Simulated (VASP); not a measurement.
# Zone-centre modes, gap and ε∞ of 4H SiC from −12 to 30 GPa at LDA

Stress in 4H SiC power devices is often read from the shift of a Raman line, and the conversion usually assumes a shift proportional to stress. How far that holds under hydrostatic pressure, and whether the band gap and the electronic dielectric constant $\varepsilon_\infty$ follow straight lines as well, is examined here for one crystal at eight volumes. Pressures run from −11.92 GPa (expanded cell) to 29.58 GPa (compressed cell), and all changes are counted from the LDA cell relaxed at zero pressure. The $E_1$ frequency is the transverse one, since the macroscopic field is left out. The $E_2$ frequency belongs to the highest of the crystal's four $E_2$ modes; Raman intensities were not computed, so it is not assigned to a particular line of a measured spectrum. Measured values are not compared here.

## Computational details

One crystal, 4H SiC, at LDA: relaxed at zero pressure to V0 = 10.152 Å³ per atom, then scaled in volume with shape and atoms relaxed at each volume inside the space group. Program: VASP 6.6.1, plane waves and PAW (data sets made for LDA of release 64), scalar-relativistic without spin-orbit coupling, no spin polarisation. Cutoff 560 eV; on the k meshes the divisions times the cell-vector length are 19 Å or more. Occupations: Gaussian smearing of 0.03 eV. Harmonic zone-centre modes at natural masses by finite atomic displacements on k meshes of 8×8×2, no LO-TO term. ε∞ from the response to a static field with clamped ions and local fields on 12×12×4, k derivatives by finite differences.

Notes on method and selection:

- Semilocal functionals put Kohn-Sham gaps below measured gaps.
- LDA cells are as a rule a few per cent too small in volume, so zero pressure here is not the measured volume.
- Negative pressure stands for expanded cells, as under thermal expansion or tension; some phases are not stable over the whole range.
- The mode Grüneisen parameter is γ = (B0/ω0)·dω/dP at zero pressure.
- Pressure against volume is the equation of state; its slope gives the bulk modulus B0 = −dP/d ln V.
- A measured value is attached only where its sources agree among themselves; tables made before the last selection also left out values far from the computed one, as likely another phase or mode.
- Two zone-centre modes at most are shown, picked by rule: the highest of even parity (or the highest of all, or E2 and E1 in wurtzite-type cells) and a low one; B1g of an hcp metal is silent in Raman and infrared spectra.
- Runs that did not converge, have known faults or may not be shown are not listed, and runs on Ansatz's PAW sets soft_1 and soft_2 are kept to separate tables.

Columns:

- pressure (GPa): pressure from the stress tensor, compression positive.
- volume (Å³): volume per atom.
- E2 mode (cm⁻¹): zone-centre mode of symmetry E2 (no. 4 from below), without the macroscopic field; negative means imaginary.
- E1 mode (cm⁻¹): zone-centre mode of symmetry E1 (no. 3 from below), without the macroscopic field; negative means imaginary.
- ε∞: electronic (clamped-ion) dielectric constant ε∞, a third of the trace.
- gap (eV): Kohn-Sham gap on the k mesh of the relaxation, zero where the bands overlap.
- c/a: axial ratio c/a of the conventional cell.

Input lines of one member:

```
PREC = Accurate
ENCUT = 560
EDIFF = 1E-07
NELM = 100
ISMEAR = 0
SIGMA = 0.03
LREAL = .FALSE.
ALGO = Normal
GGA = CA
NBANDS = 24
LORBIT = 11
IBRION = 2
NSW = 50
ISIF = 4
EDIFFG = -0.003
```

Command (options for logging and memory left out): `vasp_std`

## Results

| member | pressure (GPa) | volume (Å³) | E2 mode (cm⁻¹) | E1 mode (cm⁻¹) | ε∞ | gap (eV) | c/a |
| --- | --- | --- | --- | --- | --- | --- | --- |
| V/V0 = 1.06 | −11.92 | 10.761 | 733.7 | 747.8 | 7.22 | 2.155 | 3.2746 |
| V/V0 = 1.04 | −8.32 | 10.558 | 750.9 | 764.0 | 7.16 | 2.161 | 3.2743 |
| V/V0 = 1.02 | −4.35 | 10.355 | 768.9 | 781.0 | 7.11 | 2.167 | 3.2740 |
| V/V0 = 1 | 0.02 | 10.152 | 787.5 | 798.6 | 7.07 | 2.172 | 3.2738 |
| V/V0 = 0.98 | 4.84 | 9.949 | 807.1 | 817.1 | 7.02 | 2.176 | 3.2734 |
| V/V0 = 0.96 | 10.15 | 9.746 | 827.6 | 836.4 | 6.98 | 2.181 | 3.2730 |
| V/V0 = 0.92 | 22.46 | 9.340 | 871.1 | 877.6 | 6.90 | 2.187 | 3.2723 |
| V/V0 = 0.9 | 29.58 | 9.137 | 894.4 | 899.6 | 6.86 | 2.189 | 3.2719 |

Least-squares fits to the whole series, with x = pressure (GPa); R² and errors in the fitted variable (y, or ln y where the fit is in ln y):

| y | members | fit | R² | rms residual | leave-one-out rms | the same for the mean of the others |
| --- | --- | --- | --- | --- | --- | --- |
| E2 mode (cm⁻¹) | 8 | y = 787.18 + 4.2094 x − 0.020161 x² | 1.00 | 0.32 | 0.73 | 61 |
| E1 mode (cm⁻¹) | 8 | y = 798.27 + 3.9747 x − 0.018919 x² | 1.00 | 0.30 | 0.67 | 57 |

## Interpretation

Compression raises both modes and the gap and lowers $\varepsilon_\infty$ at every step. Near zero pressure, the rows at −4.35 and 4.84 GPa, which lie 4.84 + 4.35 = 9.19 GPa apart, give these slopes:

- $E_2$: (807.1 − 768.9) / 9.19 = 4.16 cm⁻¹/GPa
- $E_1$: (817.1 − 781.0) / 9.19 = 3.93 cm⁻¹/GPa
- $\varepsilon_\infty$: (7.02 − 7.11) / 9.19 = −0.0098 per GPa
- gap: (2.176 − 2.167) / 9.19 = 0.00098 eV/GPa

Both tabled modes mainly stretch the Si–C bonds, and the usual reason for their hardening is that shorter bonds are stiffer. This does not carry over to all the lower $E_2$ and $E_1$ modes, which are not tabled: where layers slide against each other, bond bending counts for more, and compression need not raise the frequency. The slope of the tabled modes falls with pressure, for $E_2$ from 17.2 / 3.60 = 4.78 cm⁻¹/GPa between the two most expanded cells to 23.3 / 7.12 = 3.27 between the two most compressed. The crystal itself causes this bend by becoming harder to compress: between the same pairs of cells $-\Delta P/\Delta\ln V$ rises from about 190 to about 320 GPa. Against volume the behaviour is simpler,

$$\omega = \omega_0\,(V/V_0)^{-\gamma},$$

where the rows at $V_0$ and 0.9 $V_0$ give $\gamma$ = ln(894.4 / 787.5) / ln(1 / 0.9) = 1.21 for $E_2$ and ln(899.6 / 798.6) / ln(1 / 0.9) = 1.13 for $E_1$. This matches the remaining six rows with rms errors of about 0.2 and 0.1 cm⁻¹, where the mean of the others misses by 61 and 57 cm⁻¹.

The fall of $\varepsilon_\infty$ is the net result of two opposing effects. In the Penn model, $\varepsilon_\infty \approx 1 + (\hbar\omega_p/E_P)^2$, the denser electrons raise $\omega_p^2$ as $1/V$, while stronger bonding widens the average gap $E_P$. From $V_0$ to 0.9 $V_0$, $\varepsilon_\infty - 1$ falls from 7.07 − 1 = 6.07 to 6.86 − 1 = 5.86, so the model needs $E_P^2$ to grow by a factor 6.07 / 5.86 / 0.9 = 1.15, or $E_P$ by about 7 %. The tabled gap grows only by a factor 2.189 / 2.172 = 1.008. In this picture the response reflects transitions across the whole valence and conduction bands, not the lowest gap.

That gap stays indirect, from Γ to M, and changes little: the two band edges respond almost equally to compression. Its gain per 2 % of volume shrinks from 0.006 eV at the expanded end to 0.002 eV at the compressed end, so its flattening is not merely an effect of the stiffening lattice.

## Outliers

Largest departures from the fit to the whole series:

| member | E2 mode (cm⁻¹) | fit | computed − fit | in rms residuals |
| --- | --- | --- | --- | --- |
| V/V0 = 0.92 | 871.1 | 871.6 | −0.5 | 1.4 |
| V/V0 = 1.06 | 733.7 | 734.1 | −0.4 | 1.4 |
| V/V0 = 1.02 | 768.9 | 768.5 | +0.4 | 1.3 |
| V/V0 = 0.9 | 894.4 | 894.1 | +0.3 | 1.1 |

The departures that matter are those from a straight line drawn through the zero-pressure row with the slopes near zero. The most compressed cell, $V/V_0$ = 0.9, lies farthest off: the line gives 787.5 + 4.16 × 29.56 = 910.5 cm⁻¹ for $E_2$, which is 910.5 − 894.4 = 16.1 cm⁻¹ above the computed value. It also puts the gap 0.012 eV too high and $\varepsilon_\infty$ roughly 0.1 too low; with $\varepsilon_\infty$ tabled to two decimals, its slope is too coarse to fix that miss to better than a few hundredths. At $V/V_0$ = 0.92 the $E_2$ line is about 10 cm⁻¹ too high, and at 1.06 it is about 4 cm⁻¹ too high. For the modes, the rising bulk modulus accounts for these misses.

The quadratic fit removes nearly all of this, leaving at most 0.5 cm⁻¹ for $E_2$. The remainder changes sign in a regular way along the series, as expected when a parabola stands in for a curve with a small cubic part. The power law in volume follows the same rows more closely, so these residuals reflect the form of the fit and no peculiarity of single cells.

## Applications

**An $E_2$ line has moved up by 80 cm⁻¹ under hydrostatic load. What is the pressure?**

The table can answer this only if the line belongs to the highest $E_2$ mode. The straight line then gives 80 / 4.16 = 19.2 GPa. The quadratic fit has to reach 787.5 + 80 = 867.5 cm⁻¹, so 4.2094 x − 0.020161 x² = 867.5 − 787.18 = 80.3, which gives x of about 21 GPa. The straight line reads about 2 GPa too low. For a shift of 10 cm⁻¹ it gives 10 / 4.16 = 2.4 GPa, and there the bend is negligible. 4H SiC has a second bond-stretching $E_2$ mode at lower frequency, and the strong $E_2$ line of a spectrum may be that one; its slope is not given here.

**How much would the results change if the cell were 2 % larger in volume than the LDA one?**

The row $V/V_0$ = 1.02 answers this directly:

- $E_2$: 768.9 − 787.5 = −18.6 cm⁻¹
- $E_1$: 781.0 − 798.6 = −17.6 cm⁻¹
- $\varepsilon_\infty$: 7.11 − 7.07 = +0.04
- gap: 2.167 − 2.172 = −0.005 eV

The choice of volume therefore matters for absolute frequencies and hardly at all for the gap.

**Does a hydrostatic pressure of 1 GPa alter the gap enough to matter in a device?**

The shift is 1 × 0.00098 = 0.00098 eV, or about 1 meV. The thermal energy at room temperature is roughly 25 meV, so the change is small beside it. The same pressure moves the tabled $E_2$ mode by about 4 cm⁻¹. Whether a Raman line is the better pressure gauge depends on which mode it belongs to and on how finely line and gap can each be measured, and neither is settled here.

## Conclusions and limits

A straight line for the highest $E_2$ mode holds to about 0.5 cm⁻¹ within 5 GPa of zero and to about 2 cm⁻¹ from −8 to 10 GPa. Over that wider range the linear estimate of $\varepsilon_\infty$ stays within a few hundredths and that of the gap within about 0.003 eV. At higher pressure the two tabled modes are better taken from the quadratic fit or from the power law in volume.

LDA cells are usually somewhat too small, so at the measured volume the two tabled frequencies would be lower. The Kohn–Sham gap lies below the measured one at any volume. Anharmonic and zero-point motion, left out here, would usually lower the frequencies further, while the omitted macroscopic field would raise the longitudinal partner of $E_1$. The slopes apply to hydrostatic load; the uniaxial or biaxial stress common in devices changes the cell shape and calls for separate coefficients. They also apply only to the two tabled modes, so a measured Raman line has to be assigned to one of these before its shift is turned into a pressure.

[On method and selection: Where a scaled cell already met the thresholds, its relaxation stopped at the first step and kept the shape and positions of V0.]

[Logs are printed without paths, hosts, clocks, repeated set-up lines and the standing remarks that a program may print on its own settings, such as how far it seeks lower states.]
